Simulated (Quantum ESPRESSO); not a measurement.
# CdTe (F-43m) in Quantum ESPRESSO: reference runs

Reference runs on CdTe: the cell as given.

Everything below comes from runs of Quantum ESPRESSO 7.5. Logs are shortened: lines on timing, memory, paths and dates and some standing lists are left out, and cuts for length are marked.

**What was measured.**

From a printed reference work, data compilation, for a bulk crystal of CdTe at 0 K: band gap 1.607 eV.

The runs below are set against these values where they give the same quantity.

### Step 1. Starting point

Symmetry: F-43m, No. 216, cubic system. The conventional cell has a = 6.410 Å, b = 6.410 Å, c = 6.410 Å, α = 90.00°, β = 90.00°, γ = 90.00°. Around Te (site symmetry -43m) lie 4 Cd at 2.78 Å. Around Cd (site symmetry -43m) lie 4 Te at 2.78 Å.

### Step 2. Single point, PBEsol

Input file pw.in:

```
&CONTROL
  calculation = 'scf'
  prefix = 'pwscf'
  outdir = './tmp'
  pseudo_dir = './pseudo'
  tprnfor = .true.
  tstress = .true.
  disk_io = 'low'
/
&SYSTEM
  ibrav = 0
  nat = 2
  ntyp = 2
  ecutwfc = 45
  ecutrho = 360
  nbnd = 15
  occupations = 'smearing'
  smearing = 'fd'
  degauss = 0.00367493
/
&ELECTRONS
  conv_thr = 4d-10
  electron_maxstep = 120
  mixing_beta = 0.5
/
ATOMIC_SPECIES
Te   127.6000 te_pbesol_v1.uspp.F.UPF
Cd   112.4140 cd_pbesol_v1.uspp.F.UPF
CELL_PARAMETERS angstrom
   0.0000000000    3.2050000000    3.2050000000
   3.2050000000    0.0000000000    3.2050000000
   3.2050000000    3.2050000000    0.0000000000
ATOMIC_POSITIONS crystal
Te     0.7500000000    0.7500000000    0.7500000000
Cd     0.0000000000    0.0000000000    0.0000000000
K_POINTS automatic
7 7 7 0 0 0
```

Input file pp_density.in:

```
&INPUTPP
  prefix = 'pwscf'
  outdir = './tmp'
  filplot = 'density.dat'
  plot_num = 0
/
&PLOT
  nfile = 1
  filepp(1) = 'density.dat'
  iflag = 3
  output_format = 6
  fileout = 'density.cube'
/
```

Input file pp_potential.in:

```
&INPUTPP
  prefix = 'pwscf'
  outdir = './tmp'
  filplot = 'potential.dat'
  plot_num = 11
/
&PLOT
  nfile = 1
  filepp(1) = 'potential.dat'
  iflag = 3
  output_format = 6
  fileout = 'potential.cube'
/
```

Potentials or basis: GBRV 1.5 PBEsol.

The run is started by

```bash
$ OMP_NUM_THREADS=1 mpirun -n 2 pw.x -nk 2 -in pw.in > pw.out
$ OMP_NUM_THREADS=1 mpirun -n 1 pp.x -in pp_density.in > pp_density.out
$ OMP_NUM_THREADS=1 mpirun -n 1 pp.x -in pp_potential.in > pp_potential.out
```

pw.out:

```text
This program is part of the open-source Quantum ESPRESSO suite
     for quantum simulation of materials; please cite
[... 13 lines left out ...]
     --------------------
     sticks:   dense  smooth     PW     G-vecs:    dense   smooth      PW
     Sum        1813     913    271                51253    18149    2975

     Using Slab Decomposition

     bravais-lattice index     =            0
     lattice parameter (alat)  =       8.5653  a.u.
     unit-cell volume          =     444.3352 (a.u.)^3
     number of atoms/cell      =            2
     number of atomic types    =            2
     number of electrons       =        18.00
     number of Kohn-Sham states=           15
     kinetic-energy cutoff     =      45.0000  Ry
     charge density cutoff     =     360.0000  Ry
     scf convergence threshold =      4.0E-10
     mixing beta               =       0.5000
     number of iterations used =            8  plain     mixing
     Exchange-correlation= SLA  PW   PSX  PSC
                           (   1   4  10   8   0   0   0)

     celldm(1)=   8.565287  celldm(2)=   0.000000  celldm(3)=   0.000000
     celldm(4)=   0.000000  celldm(5)=   0.000000  celldm(6)=   0.000000

     crystal axes: (cart. coord. in units of alat)
               a(1) = (   0.000000   0.707107   0.707107 )
               a(2) = (   0.707107   0.000000   0.707107 )
               a(3) = (   0.707107   0.707107   0.000000 )

     reciprocal axes: (cart. coord. in units 2 pi/alat)
               b(1) = ( -0.707107  0.707107  0.707107 )
               b(2) = (  0.707107 -0.707107  0.707107 )
               b(3) = (  0.707107  0.707107 -0.707107 )

     PseudoPot. # 1 for Te read from file:
     te_pbesol_v1.uspp.F.UPF
     Pseudo is Ultrasoft + core correction, Zval =  6.0
     Generated by new atomic code, or converted to UPF format
     Using radial grid of  891 points,  5 beta functions with:
                l(1) =   0
                l(2) =   0
                l(3) =   1
                l(4) =   1
                l(5) =   2
     Q(r) pseudized with  6 coefficients,  rinner =    1.800   1.800   1.800
                                                       1.800   1.800

     PseudoPot. # 2 for Cd read from file:
     cd_pbesol_v1.uspp.F.UPF
     Pseudo is Ultrasoft + core correction, Zval = 12.0
     Generated by new atomic code, or converted to UPF format
     Using radial grid of  889 points,  6 beta functions with:
                l(1) =   0
                l(2) =   0
                l(3) =   1
                l(4) =   1
                l(5) =   2
                l(6) =   2
     Q(r) pseudized with  6 coefficients,  rinner =    1.000   1.000   1.000
                                                       1.000   1.000

     atomic species   valence    mass     pseudopotential
     Te                6.00   127.60000     Te( 1.00)
     Cd               12.00   112.41400     Cd( 1.00)

     24 Sym. Ops. (no inversion) found

   Cartesian axes

     site n.     atom                  positions (alat units)
         1        Te     tau(   1) = (   1.0606602   1.0606602   1.0606602  )
         2        Cd     tau(   2) = (   0.0000000   0.0000000   0.0000000  )

     number of k points=    20  Fermi-Dirac smearing, width (Ry)=  0.0037
                       cart. coord. in units 2pi/alat
        k(    1) = (   0.0000000   0.0000000   0.0000000), wk =   0.0058309
        k(    2) = (   0.1010153   0.1010153  -0.1010153), wk =   0.0466472
        k(    3) = (   0.2020305   0.2020305  -0.2020305), wk =   0.0466472
        k(    4) = (   0.3030458   0.3030458  -0.3030458), wk =   0.0466472
        k(    5) = (   0.2020305  -0.0000000   0.0000000), wk =   0.0349854
        k(    6) = (   0.3030458   0.1010153  -0.1010153), wk =   0.1399417
[... 12 lines left out ...]
        k(   19) = (  -0.1010153  -0.5050763   0.7071068), wk =   0.1399417
        k(   20) = (   0.0000000  -0.4040610   0.6060915), wk =   0.1399417

     Dense  grid:    51253 G-vectors     FFT dimensions: (  54,  54,  54)

     Smooth grid:    18149 G-vectors     FFT dimensions: (  40,  40,  40)

     Initial potential from superposition of free atoms

     starting charge      17.4998, renormalised to      18.0000

     negative rho (up, down):  1.963E-02 0.000E+00
     Starting wfcs are   13 randomized atomic wfcs +    2 random wfcs

     Self-consistent Calculation

     iteration #  1     ecut=    45.00 Ry     beta= 0.50
     Davidson diagonalization with overlap
     ethr =  1.00E-02,  avg # of iterations =  6.2

     Threshold (ethr) on eigenvalues was too large:
     Diagonalizing with lowered threshold

     Davidson diagonalization with overlap
     ethr =  4.75E-04,  avg # of iterations =  1.9

     negative rho (up, down):  1.920E-02 0.000E+00

     total energy              =    -140.94887194 Ry
     estimated scf accuracy    <       0.08205091 Ry

     iteration #  2     ecut=    45.00 Ry     beta= 0.50
     Davidson diagonalization with overlap
     ethr =  4.56E-04,  avg # of iterations =  2.0

     negative rho (up, down):  1.957E-02 0.000E+00

     total energy              =    -140.97295236 Ry
     estimated scf accuracy    <       0.00683356 Ry

     iteration #  3     ecut=    45.00 Ry     beta= 0.50
     Davidson diagonalization with overlap
     ethr =  3.80E-05,  avg # of iterations =  4.2

     negative rho (up, down):  1.986E-02 0.000E+00

     total energy              =    -140.97376110 Ry
     estimated scf accuracy    <       0.00069475 Ry

     iteration #  4     ecut=    45.00 Ry     beta= 0.50
     Davidson diagonalization with overlap
     ethr =  3.86E-06,  avg # of iterations =  4.5

     negative rho (up, down):  1.989E-02 0.000E+00

     total energy              =    -140.97383765 Ry
     estimated scf accuracy    <       0.00004306 Ry

     iteration #  5     ecut=    45.00 Ry     beta= 0.50
     Davidson diagonalization with overlap
     ethr =  2.39E-07,  avg # of iterations =  4.6

     negative rho (up, down):  1.993E-02 0.000E+00

     total energy              =    -140.97387366 Ry
     estimated scf accuracy    <       0.00000090 Ry

     iteration #  6     ecut=    45.00 Ry     beta= 0.50
     Davidson diagonalization with overlap
     ethr =  5.02E-09,  avg # of iterations =  5.5

     negative rho (up, down):  1.997E-02 0.000E+00

     total energy              =    -140.97387478 Ry
     estimated scf accuracy    <       0.00000042 Ry

     iteration #  7     ecut=    45.00 Ry     beta= 0.50
     Davidson diagonalization with overlap
     ethr =  2.33E-09,  avg # of iterations =  2.0

     negative rho (up, down):  1.997E-02 0.000E+00

     total energy              =    -140.97387488 Ry
     estimated scf accuracy    <       0.00000017 Ry

     iteration #  8     ecut=    45.00 Ry     beta= 0.50
     Davidson diagonalization with overlap
     ethr =  9.53E-10,  avg # of iterations =  2.0

     negative rho (up, down):  1.997E-02 0.000E+00

     total energy              =    -140.97387492 Ry
     estimated scf accuracy    <          1.2E-09 Ry

     iteration #  9     ecut=    45.00 Ry     beta= 0.50
     Davidson diagonalization with overlap
     ethr =  6.48E-12,  avg # of iterations =  6.8

     negative rho (up, down):  1.997E-02 0.000E+00

     total energy              =    -140.97387492 Ry
     estimated scf accuracy    <          7.8E-10 Ry

     iteration # 10     ecut=    45.00 Ry     beta= 0.50
     Davidson diagonalization with overlap
     ethr =  4.33E-12,  avg # of iterations =  1.0

     negative rho (up, down):  1.997E-02 0.000E+00

     total energy              =    -140.97387492 Ry
     estimated scf accuracy    <          6.5E-10 Ry

     iteration # 11     ecut=    45.00 Ry     beta= 0.50
     Davidson diagonalization with overlap
     ethr =  3.61E-12,  avg # of iterations =  2.0

     negative rho (up, down):  1.997E-02 0.000E+00

     End of self-consistent calculation

          k = 0.0000 0.0000 0.0000 (  2229 PWs)   bands (ev):

    -6.0093  -2.9261  -2.9261  -2.9261  -2.6353  -2.6353   5.4249   5.4249
     5.4249   6.1711   9.8955   9.8955   9.8955  12.9869  14.8952

          k = 0.1010 0.1010-0.1010 (  2247 PWs)   bands (ev):

    -5.9260  -2.9101  -2.9101  -2.8652  -2.6360  -2.6360   3.9088   5.2323
     5.2323   7.1648   9.9494  10.1857  10.1857  13.8848  14.0262

          k = 0.2020 0.2020-0.2020 (  2253 PWs)   bands (ev):

    -5.7366  -2.8781  -2.8781  -2.6513  -2.6326  -2.6326   2.1504   4.8663
     4.8663   7.3327  10.5378  10.5378  11.1253  13.6282  14.0432

          k = 0.3030 0.3030-0.3030 (  2265 PWs)   bands (ev):

    -5.5850  -2.8579  -2.8579  -2.6231  -2.6231  -2.3307   0.9282   4.6163
     4.6163   7.1792  10.5244  10.5244  12.3487  13.8340  15.3578

          k = 0.2020-0.0000 0.0000 (  2253 PWs)   bands (ev):

    -5.8984  -2.8943  -2.8943  -2.8669  -2.6444  -2.6273   3.9048   4.9066
     4.9066   7.7036   9.1295  10.6767  10.6767  12.8279  14.4222

          k = 0.3030 0.1010-0.1010 (  2260 PWs)   bands (ev):

    -5.7448  -2.8704  -2.8594  -2.7295  -2.6260  -2.6203   2.5878   4.4847
     4.5021   8.1581   9.2966  11.0134  11.2549  12.9613  15.0909

          k = 0.4041 0.2020-0.2020 (  2266 PWs)   bands (ev):

    -5.5818  -2.8494  -2.8357  -2.6578  -2.6159  -2.3742   1.2906   3.9966
     4.3018   8.0453   9.9821  11.2323  11.5313  14.1394  15.1332

          k =-0.2020-0.4041 0.4041 (  2265 PWs)   bands (ev):

    -5.5324  -2.8421  -2.8353  -2.6355  -2.6248  -2.2211   0.8660   3.7081
     4.4053   8.0047  10.1172  10.9859  12.5542  14.3025  15.1059

          k =-0.1010-0.3030 0.3030 (  2264 PWs)   bands (ev):

    -5.6315  -2.8572  -2.8497  -2.6412  -2.6381  -2.4755   1.6710   3.7798
     4.7599   8.0982  10.3710  10.7709  11.2445  13.5336  14.6604

          k =-0.0000-0.2020 0.2020 (  2251 PWs)   bands (ev):

    -5.8073  -2.8918  -2.8766  -2.7641  -2.6444  -2.6230   2.9751   4.3528
     5.1511   7.8949   9.8674  10.3601  10.8403  13.2003  14.1816

          k = 0.4041-0.0000 0.0000 (  2273 PWs)   bands (ev):

    -5.6486  -2.8174  -2.8174  -2.7467  -2.6093  -2.5600   2.2693   4.0386
     4.0386   8.1579   8.6131  12.3361  12.3581  12.3581  15.5764

          k = 0.5051 0.1010-0.1010 (  2269 PWs)   bands (ev):

    -5.5230  -2.8038  -2.7866  -2.7150  -2.6048  -2.3303   1.4588   3.4432
     3.7987   8.1935   8.9500  11.8785  12.7425  14.3783  16.2489

          k =-0.1010-0.5051 0.5051 (  2281 PWs)   bands (ev):

    -5.4635  -2.8117  -2.7854  -2.6758  -2.6170  -2.1095   1.0122   2.8210
     3.9042   8.2882  10.1739  11.9978  12.3321  13.8456  15.2920

          k = 0.0000-0.4041 0.4041 (  2279 PWs)   bands (ev):

    -5.5109  -2.8254  -2.8144  -2.6474  -2.6365  -2.2199   1.2566   2.8077
     4.3043   8.5284  10.5519  11.6001  11.6352  13.8345  14.1056

          k = 0.6061-0.0000 0.0000 (  2265 PWs)   bands (ev):

    -5.4538  -2.7558  -2.7497  -2.7497  -2.5949  -2.2019   1.0875   3.4852
     3.4852   7.8131   8.1098  13.8967  14.2538  14.2538  16.1826

          k =-0.0000-0.6061 0.6061 (  2272 PWs)   bands (ev):

    -5.4282  -2.7786  -2.7489  -2.7177  -2.6008  -2.0843   0.9344   3.0238
     3.5268   7.9847   8.7177  13.4177  13.8556  14.3366  16.0312

          k = 0.4041 0.2020 0.0000 (  2264 PWs)   bands (ev):

    -5.6052  -2.8379  -2.8262  -2.6875  -2.6178  -2.4603   1.8392   3.5118
     4.3080   8.7738   9.3261  10.6782  12.1868  13.3952  15.9709

          k =-0.2020-0.4041 0.6061 (  2257 PWs)   bands (ev):

    -5.4960  -2.8209  -2.8062  -2.6630  -2.6226  -2.1864   1.1112   3.0635
     3.9572   8.8730   9.8741  10.9828  12.6467  13.7183  15.5418

          k =-0.1010-0.5051 0.7071 (  2267 PWs)   bands (ev):

    -5.4494  -2.7819  -2.7794  -2.6988  -2.6093  -2.1227   1.0806   3.0904
     3.3753   8.7942   8.9232  11.7510  13.4637  14.5027  16.3464

          k = 0.0000-0.4041 0.6061 (  2261 PWs)   bands (ev):

    -5.4383  -2.7974  -2.7796  -2.6702  -2.6264  -2.0448   1.0254   2.7127
     3.4511   9.0461  10.1785  11.3075  12.0803  14.4029  15.7270

     the Fermi energy is     5.8285 ev

!    total energy              =    -140.97387492 Ry
     estimated scf accuracy    <          7.8E-11 Ry
     smearing contrib. (-TS)   =      -0.00000039 Ry
     internal energy E=F+TS    =    -140.97387453 Ry

     The total energy is F=E-TS. E is the sum of the following terms:
     one-electron contribution =     -45.12764537 Ry
     hartree contribution      =      35.24923274 Ry
     xc contribution           =     -53.43156908 Ry
     ewald contribution        =     -77.66389282 Ry

     convergence has been achieved in  11 iterations

     negative rho (up, down):  1.997E-02 0.000E+00

     Forces acting on atoms (cartesian axes, Ry/au):

     atom    1 type  1   force =     0.00000000   -0.00000000   -0.00000000
     atom    2 type  2   force =     0.00000000    0.00000000   -0.00000000

     Total force =     0.000000     Total SCF correction =     0.000000

     Computing stress (Cartesian axis) and pressure

     negative rho (up, down):  1.997E-02 0.000E+00
          total   stress  (Ry/bohr**3)                   (kbar)     P=       19.82
   0.00013470   0.00000000   0.00000000           19.82        0.00        0.00
   0.00000000   0.00013470   0.00000000            0.00       19.82        0.00
   0.00000000   0.00000000   0.00013470            0.00        0.00       19.82

=------------------------------------------------------------------------------=
   JOB DONE.
=------------------------------------------------------------------------------=
```

It took 15 s on 2 MPI ranks of Arm Neoverse V2, shared host; peak memory 0.3 GiB.

What came out:

* Free energy: -1918.0473 eV
* Pressure: 2.0 GPa
* Band gap on the k mesh: 0.75 eV, direct

Caveat: spin-orbit coupling is left out, which moves the levels of the heavy elements.

### Step 3. How close it comes

Step 2. Against the measured gap of CdTe, 1.607 eV (0 K; a printed reference work, data compilation), the calculated 0.75 eV is off by -0.86 eV. Spin-orbit coupling on Cd, Te is left out. The value is that of PBEsol, without temperature or zero-point motion. Semilocal functionals fall short of measured gaps as a rule.
